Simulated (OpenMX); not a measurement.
AlRu:

```
CELL_PARAMETERS angstrom
2.99160 0.00000 0.00000
0.00000 2.99160 0.00000
0.00000 0.00000 2.99160
ATOMIC_POSITIONS crystal
Ru 0.50000 0.50000 0.50000
Al 0.00000 0.00000 0.00000
```

| Item | Value |
| --- | --- |
| Program | OpenMX 3.8.5 |
| Task | single point |
| Functional | PBE |
| Potentials or basis | OpenMX 2013 PBE set, Ru7.0-s3p2d2, Al7.0-s2p2d1, grid cutoff 400 Ry |
| k mesh | 9 × 9 × 9 |
| Occupations | fermi-dirac, width 0.05 eV |
| Spin | no spin polarisation |

On this cell: pressure 4.0 GPa; largest force zero by symmetry; band gap on the k mesh none (metal or under the smearing width).

The same run follows on a disturbed copy (atoms moved at random, drawn with an rms of 0.05 Å):

```
Ru Al
1.0
     2.99160    0.00000    0.00000
     0.00000    2.99160    0.00000
     0.00000    0.00000    2.99160
Ru Al
1 1
Direct
  0.49700 0.51102 0.48780
  0.99568 0.99117 0.01002
```

Problem. What changes?

Solution. The energy (extrapolated to zero smearing) moves by +17.0 meV/atom; pressure 4.7 GPa; largest force 0.765 eV/Å; band gap on the k mesh none (metal or under the smearing width).

Forces in eV/Å, atoms in the order of the input:
```
Ru  -0.036 -0.514  0.565
Al   0.034  0.508 -0.567
```

Caveats: the basis of atomic orbitals isn't converged, which shifts pressures, moduli and gaps.
